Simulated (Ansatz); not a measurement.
# AlCo (Pm-3m) in Ansatz: a series of runs

One crystal, AlCo, is run at these levels: PBEsol; tasks: single point.

All numbers are computed with Ansatz 0.2.0; they aren't measurements. Logs are shortened: lines on timing, memory, paths and dates and some standing lists are left out, and cuts for length are marked.

## Step 1: Starting point

Symmetry: Pm-3m, No. 221, cubic system. Conventional cell: a = 2.819 Å, b = 2.819 Å, c = 2.819 Å, α = 90.00°, β = 90.00°, γ = 90.00°. Co (site symmetry m-3m) is surrounded by 8 Al at 2.44 Å. Around Al (site symmetry m-3m) lie 8 Co at 2.44 Å.

The cell is a database's computed one.

## Step 2: Single point, PBEsol

input.yaml reads:

```yaml
crystal:
  lattice:
    - [2.81940321, 0.0, 0.0]
    - [0.0, 2.81940321, 0.0]
    - [0.0, 0.0, 2.81940321]
  atoms:
    - { symbol: Co, position: [0.5, 0.5, 0.5] }
    - { symbol: Al, position: [0.0, 0.0, 0.0] }
hamiltonian:
  xc: pbesol
  pseudopotentials: { kind: paw }
kpoints:
  mp_grid: { grid: [9, 9, 9] }
scf:
  occupations: { method: fermi_dirac, width: 0.05 }
output:
  forces: true
  stress: true
  eigenvalues: true
  write_density: true
  write_potential: true
  elf: true
  volumetric_format: npy
```

Potentials or basis: Ansatz PAW.

On the command line:

```console
$ ansatz run input.yaml --threads 2 --pin off --max-ram 5632MiB --backend cpu --events-out ev --progress --plain --runs-dir out
```

The program printed:

```text
Warning: RAYON_NUM_THREADS=2 ignored (pool sized by the plan → 2); use --threads N
Engine: ansatz 0.2.0, x86_64-unknown-linux-gnu
Pseudopotentials: kind: paw
Pseudopotential: Co, paw, valence charge 17, recommended cutoff 420 eV (normal), Co.paw.azcp
Pseudopotential: Al, paw, valence charge 3, recommended cutoff 420 eV (normal), Al.paw.azcp
Functional definition: PBEsol
  exchange = pbesol_x
  correlation = pbesol_c
Crystal: 2 atoms, lattice volume = 22.412 Å³
Basis set: ecut = 420 eV, 461 PW (Γ), exchange–correlation on 40×40×40 points (8 copies of the dense FFT grid, shifted against one another)
Bands: 14, of which v1, the nominal top of the filled ones, is band 10 counted from 1 (9 counted from 0)
Symmetry: 48 space group operations
Space group: Pm-3m (ITA 221), of the structure as read, at distance tolerance 2.8e-5 Å
k-points: 35 of 729
Non-local potential: Co, projectors of the file, l = 0: 3, l = 1: 2, l = 2: 3, l = 3: 1
Non-local potential: Al, projectors of the file, l = 0: 2, l = 1: 2, l = 2: 1
PAW form: soft (Blöchl's): semilocal exchange-correlation on the pseudo side does not see the compensation charge
PAW frozen core: Co, regenerated for the run's functional, and the local potential with it (the file was generated under x = pbe(κ = 0.804, μ = 0.2195149727645171), c = pbe(β = 0.06672455060314922))
PAW frozen core: Al, regenerated for the run's functional, and the local potential with it (the file was generated under x = pbe(κ = 0.804, μ = 0.2195149727645171), c = pbe(β = 0.06672455060314922))
PAW one-centre angular grid: Co, 590 points (default); XC on 64 Gauss nodes
PAW one-centre angular grid: Al, 110 points (default); XC on 64 Gauss nodes
Initial density: superposition of atomic densities (neutral atoms: chi_scale 0, normalization atom), corrected by the library's trained network
Initial wavefunctions: pseudopotential atomic-orbital guess
Functional: x = pbesol(κ = 0.804, μ = 0.12345679012345678), c = pbesol(β = 0.046)
SCF iter   1: F=—  HF=-5618.791249 eV  |F-HF|=—  |Δ(HF+E_count)|=         —  Δρ=2.66e-2  dr2=9.71e-2  ethr=1.77e-3  ⟨swp⟩=4.5  Hψ=2314  notcnv=0
preconditioner: auto → none  [insulator: Δε(μ)=0.165 eV  Ē_g=8.471 eV  σ=0.050 eV  W_gap=0.63  n_scr=6 (ndim 8)  ℏωp=27.2 eV  f_vac=0.000  D(μ)=0.51/eV (n_scr^D=0)  ε∞_Penn≈11.3]
SCF iter   2: F=—  HF=-5618.780107 eV  |F-HF|=—  |Δ(HF+E_count)|=   1.11e-2  Δρ=5.54e-3  dr2=5.34e-3  ethr=4.85e-4  ⟨swp⟩=2.0  Hψ=893  notcnv=0
SCF iter   3: F=—  HF=-5618.779597 eV  |F-HF|=—  |Δ(HF+E_count)|=   5.10e-4  Δρ=1.30e-3  dr2=3.11e-4  ethr=2.67e-5  ⟨swp⟩=1.0  Hψ=491  notcnv=0
SCF iter   4: F=—  HF=-5618.779575 eV  |F-HF|=—  |Δ(HF+E_count)|=   2.19e-5  Δρ=7.30e-5  dr2=1.34e-7  ethr=1.56e-6  ⟨swp⟩=1.3  Hψ=516  notcnv=0
SCF iter   5: F=—  HF=-5618.779578 eV  |F-HF|=—  |Δ(HF+E_count)|=   2.88e-6  Δρ=1.94e-5  dr2=5.00e-8  ethr=6.69e-10  ⟨swp⟩=2.8  Hψ=930  notcnv=0
SCF iter   6: F=-5618.779578 eV  HF=-5618.779578 eV  |F-HF|=2.46e-9  |Δ(HF+E_count)|=   4.93e-9  Δρ=4.71e-6  dr2=2.93e-9  ethr=2.50e-10  ⟨swp⟩=5.4  Hψ=2628  notcnv=0
SCF 1 converged in 6 iterations: F = -5618.779578 eV  dr2 = 2.93e-9
SCF converged after 6 iterations
Free energy (F): -5618.779578 eV
Harris-Foulkes:  -5618.779578 eV  (|F-HF|=2.46e-9)
Internal energy: -5618.775229 eV  (E = F + TS)
E sigma→0 (E₀):  -5618.777404 eV
Entropy (-TS):   -0.004349 eV (-2.175 meV/atom)
Fermi energy:    14.910170 eV
--- Per-component energies (eV) ---
  E_band       = -275.207936
  E_kinetic    = 485.138580
  E_local      = -3633.345123  (includes V_loc(G=0)·N_el)
  E_nonlocal   = 468.522463
  E_hartree    = 1568.911219
  E_xc         = -199.764947
  E_vxc        = -237.075996  (∫ρ·V_xc dr)
  E_paw        = -1940.396799  (= ΣΔE_a)
  E_vpaw       = -496.274656  (= ΣTr[D̂ρ^β])
  E_aug_tail   = 0.000081  (compensation charges beyond the density's cutoff)
  E_ewald      = -2368.048262
  E_core_change = 0.207558  (= ΣΔE_core)
  E_smearing   = -0.004349  (= −TS)
  E_closure    = -0.000000  (closes the sum)
  Σ components = -5618.779578   (vs F -5618.779578, Δ=0.00e0)
--- Forces (eV/Å), atoms counted from 1 ---
  atom   1  Co     0.00000000     0.00000000     0.00000000
  atom   2  Al    -0.00000000     0.00000000     0.00000000
  max |Σ_I F_I| component: 8.78e-29 eV/Å
--- Stress (GPa, compression-positive) ---
        0.655381       0.000000       0.000000
        0.000000       0.655381       0.000000
        0.000000       0.000000       0.655381
  P = ⅓ Tr σ = 0.6554 GPa (6.554 kbar)
--- Band table (eV; the first three rows and the last of 35) ---
  k-point 0: bands = ["-79.5544", "-42.9855", "-42.9855", "-42.9855", "3.6035", "11.7759", "11.7759", "14.0707", "14.0707", "14.0707", "21.0118", "21.0118", "21.0118", "23.7743"]
  k-point 1: bands = ["-79.5539", "-42.9913", "-42.9851", "-42.9851", "3.8430", "11.7478", "11.8430", "13.9420", "13.9420", "14.0847", "19.2214", "21.3420", "21.3420", "23.7332"]
  k-point 2: bands = ["-79.5528", "-43.0060", "-42.9839", "-42.9839", "4.5506", "11.4909", "12.0191", "13.6452", "13.6452", "14.1202", "16.9532", "22.2467", "22.2467", "23.6166"]
  k-point 34: bands = ["-79.5438", "-43.0242", "-43.0241", "-43.0241", "10.6476", "10.9083", "10.9083", "14.4961", "14.4961", "16.1302", "17.3390", "17.3390", "19.3528", "20.8052"]
```

It took 0.89 s on 2 threads of AMD EPYC 7R13 (Zen 3), shared host; peak memory 0.33 GiB.

What came out:

| Property | Result |
| --- | --- |
| Free energy | -5618.7796 eV |
| Pressure | 0.7 GPa |
| Band gap on the k mesh | none (metal or under the smearing width) |

Caveat: the PAW data sets come from PBE, with cores solved anew for the run's functional, which leaves a small shift of forces and pressure.

## Step 3: Single point, PBEsol, collinear spin, ferromagnetic start

input.yaml reads:

```yaml
crystal:
  lattice:
    - [2.81940321, 0.0, 0.0]
    - [0.0, 2.81940321, 0.0]
    - [0.0, 0.0, 2.81940321]
  atoms:
    - { symbol: Co, position: [0.5, 0.5, 0.5], spin: 2.0 }
    - { symbol: Al, position: [0.0, 0.0, 0.0] }
hamiltonian:
  xc: pbesol
  pseudopotentials: { kind: paw }
magnetization:
  spin_polarized: true
kpoints:
  mp_grid: { grid: [9, 9, 9] }
scf:
  occupations: { method: fermi_dirac, width: 0.05 }
output:
  forces: true
  stress: true
  eigenvalues: true
```

Potentials or basis: Ansatz PAW.

On the command line:

```console
$ ansatz run input.yaml --threads 2 --pin off --max-ram 5632MiB --backend cpu --events-out ev --progress --plain --runs-dir out
```

Run time: 1.7 s. Hardware: 2 threads of AMD EPYC 7R13 (Zen 3), shared host; peak memory 0.33 GiB.

It converged, with:

* Free energy: -5618.7796 eV
* Pressure: 0.7 GPa
* Band gap on the k mesh: none (metal or under the smearing width)
* Net moment: 0.00 μB per cell
* Absolute moment: 0.00 μB per cell

Levels at points of the mesh, in eV from the Fermi level:
Spin up:
| k point | band 8 | band 9 | band 10 | band 11 | band 12 | band 13 |
| --- | --- | --- | --- | --- | --- | --- |
| (0.00, 0.00, 0.00) | -0.84 | -0.84 | -0.84 | 6.10 | 6.10 | 6.10 |
Spin down:
| k point | band 8 | band 9 | band 10 | band 11 | band 12 | band 13 |
| --- | --- | --- | --- | --- | --- | --- |
| (0.00, 0.00, 0.00) | -0.84 | -0.84 | -0.84 | 6.10 | 6.10 | 6.10 |

Caveat: the starting moments collapsed, and a magnetic state may lie lower; the PAW data sets come from PBE, with cores solved anew for the run's functional, which leaves a small shift of forces and pressure; the starting moments weren't kept.

## Step 4: Single point, PBEsol, collinear spin, random start

input.yaml, as its differences from that of step 3:

```diff
@@ -6,3 +6,3 @@
   atoms:
-    - { symbol: Co, position: [0.5, 0.5, 0.5], spin: 2.0 }
+    - { symbol: Co, position: [0.5, 0.5, 0.5], spin: 0.54 }
     - { symbol: Al, position: [0.0, 0.0, 0.0] }
@@ -21 +21,5 @@
   eigenvalues: true
+  write_density: true
+  write_potential: true
+  elf: true
+  volumetric_format: npy
```

On the command line:

```console
$ ansatz run input.yaml --threads 2 --pin off --max-ram 5632MiB --backend cpu --events-out ev --progress --plain --runs-dir out
```

It took 1.8 s on 2 threads of AMD EPYC 7R13 (Zen 3), shared host; peak memory 0.34 GiB.

It converged, with:

```
Free energy            : -5618.7796 eV
Pressure               : 0.7 GPa
Band gap on the k mesh : none (metal or under the smearing width)
Net moment             : 0.00 μB per cell
Absolute moment        : 0.00 μB per cell
```

Levels at points of the mesh, in eV from the Fermi level:
Spin up:
| k point | band 6 | band 7 | band 8 | band 9 | band 10 | band 11 | band 12 | band 13 | band 14 | band 15 |
| --- | --- | --- | --- | --- | --- | --- | --- | --- | --- | --- |
| (0.00, 0.00, 0.00) | -3.13 | -3.13 | -0.84 | -0.84 | -0.84 | 6.10 | 6.10 | 6.10 | 8.86 | 8.86 |
Spin down:
| k point | band 8 | band 9 | band 10 | band 11 | band 12 | band 13 |
| --- | --- | --- | --- | --- | --- | --- |
| (0.00, 0.00, 0.00) | -0.84 | -0.84 | -0.84 | 6.10 | 6.10 | 6.10 |

Caveat: the PAW data sets come from PBE, with cores solved anew for the run's functional, which leaves a small shift of forces and pressure; the starting moments weren't kept.

(Part 1 of 2 ends here.)
